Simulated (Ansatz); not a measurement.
## Al₂Cu (P4/mmm), rigid cleavage

All numbers below come from DFT r2SCAN, scalar-relativistic, plane waves, PAW in Ansatz. Settings: plane waves to 500 eV, k-mesh 11×16×4 (Γ-centred), Gaussian smearing 0.15 eV. No spin polarisation. Energies are free energies at this smearing, counted from the undisturbed cell; pressure is positive in compression.

Reference structure (relaxed at this level; it needn't be the usual structure):

```
Al Cu
1.0
     0.00000   -4.08803    0.00000
     0.00000    0.00000   -2.85133
    12.26408    0.00000    0.00000
Al Cu
6 3
Direct
  0.00000 0.50000 0.08332
  0.00000 0.50000 0.41665
  0.00000 0.50000 0.74998
  0.50000 0.50000 0.91665
  0.50000 0.50000 0.24998
  0.50000 0.50000 0.58332
  0.00000 0.00000 0.24998
  0.00000 0.00000 0.58332
  0.00000 0.00000 0.91665
```

The cut lies on the cell's a–b face, a (1 0 0) plane (indices in the standard cell, whose axes needn't be the Cartesian ones shown) of area 11.66 Å², between layers 2.04 Å apart. Vector c is lengthened by d along the normal with the atoms' Cartesian places fixed: one unrelaxed cut a cell. The cell is metallic on the mesh throughout.

```tsv
d (Å)	energy (J/m²)	traction dE/dd (GPa)
0.00	0.00	-0.3
0.50	0.61	18.1
1.00	1.43	13.1
3.00	2.29	0.8
```

Cost: 4 runs of about 25 core-minutes in all, on Intel Xeon Processor @ 2.50GHz (Skylake/Cascade Lake) (shared hosts).